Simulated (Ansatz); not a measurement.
**All-electron card of BaTe**

```
Ba Te
1.0
     0.00000    3.41000    3.41000
     3.41000    0.00000    3.41000
     3.41000    3.41000    0.00000
Ba Te
1 1
Direct
  0.00000 0.00000 0.00000
  0.50000 0.50000 0.50000
```

Atom numbers follow the list: Ba1, Te2.

Conventional cell: a = 6.820 Å, b = 6.820 Å, c = 6.820 Å, α = 90.00°, β = 90.00°, γ = 90.00°. Around Ba (atom 1) lie 6 Te at 3.41 Å. Te (atom 2) has 6 Ba at 3.41 Å as nearest neighbours.

The cell is COD entry 1010423, as deposited and not checked against the literature; nothing was relaxed. It is an old determination, and later ones may differ.

No spin–orbit coupling, which matters for the heavy atoms here.

Levels of theory: DFT, PBE, all-electron LAPW, scalar-relativistic (Ansatz 0.2.0); DFT, PBE, PAW with Ansatz's default frozen-core files, scalar-relativistic (Ansatz 0.2.0).

For LAPW: a Γ-centred 10×10×10 k mesh, Fermi–Dirac smearing of 0.05 eV, basis error target 0.25 meV/atom, no spin polarisation. PAW takes a cutoff of 420 eV at this cell. The Ansatz runs share mesh, smearing and spin set-up. Values come from LAPW unless marked.

```json
{
  "Pressure at this cell": "3.81 GPa",
  "Band gap": "1.43 eV, indirect from Γ to X (0.5, 0, 0.5)",
  "Smallest direct gap on the path": "1.77 eV",
  "Löwdin charges (with 0.30 e of the cell spilling out of the atomic basis, so their sizes and signs hang on that basis)": "Ba1 1.58, Te2 -1.28 e",
  "Bader charges (from the PAW run)": "Ba1 +1.31, Te2 -1.31 e",
  "Volume per atom": "39.65 Å³"
}
```
